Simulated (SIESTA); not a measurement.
**CdSe under changes of volume**

One of the cells (23.738 Å³/atom); the others are scaled copies at fixed shape and fractional positions:

```
Cd Se
1.0
     0.00000    2.87396    2.87396
     2.87396    0.00000    2.87396
     2.87396    2.87396    0.00000
Cd Se
1 1
Direct
  0.00000 0.00000 0.00000
  0.50000 0.50000 0.50000
```

Measurements of this composition are mostly on another form, of space group No. 186.

| Item | Value |
| --- | --- |
| Program | SIESTA 5.4.2 |
| Functional | LDA |
| Potentials or basis | PseudoDojo 0.4 standard (LDA files) |
| Basis | DZP (energy shift 0.003 Ry; two zetas on semicore shells) |
| Grid cutoff | 800 Ry |
| Energy shift | 0.003 Ry |
| k mesh | 8 × 8 × 8 |
| Occupations | fermi-dirac, width 0.05 eV |
| Spin | no spin polarisation |

```tsv
volume (Å³/atom)	energy over the lowest point (meV/atom)	pressure (GPa)
22.314	0.00	-2.0
22.788	?	?
23.263	20.15	-4.7
23.738	35.82	-5.8
24.213	54.56	-6.8
24.687	76.04	-7.7
25.162	99.94	-8.4
```

Q: What does the run at 22.788 Å³/atom give?

A: Energy over the lowest point 8.04 meV/atom; pressure -3.4 GPa.

Worked out: A Birch-Murnaghan fit of order 3 (a polynomial in V^(-2/3)) to the other rows has its minimum at 21.75 Å³/atom, just outside them, with B0 = V·E''(V) = 82 GPa and B' = 4.9. It gives 8.06 meV/atom at 22.788 Å³/atom, against the run's 8.04, and -dE/dV = -3.4 GPa, against -3.4.

Energies are extrapolated to zero smearing.

Caveats: the basis of atomic orbitals isn't converged, which shifts pressures, moduli and gaps.
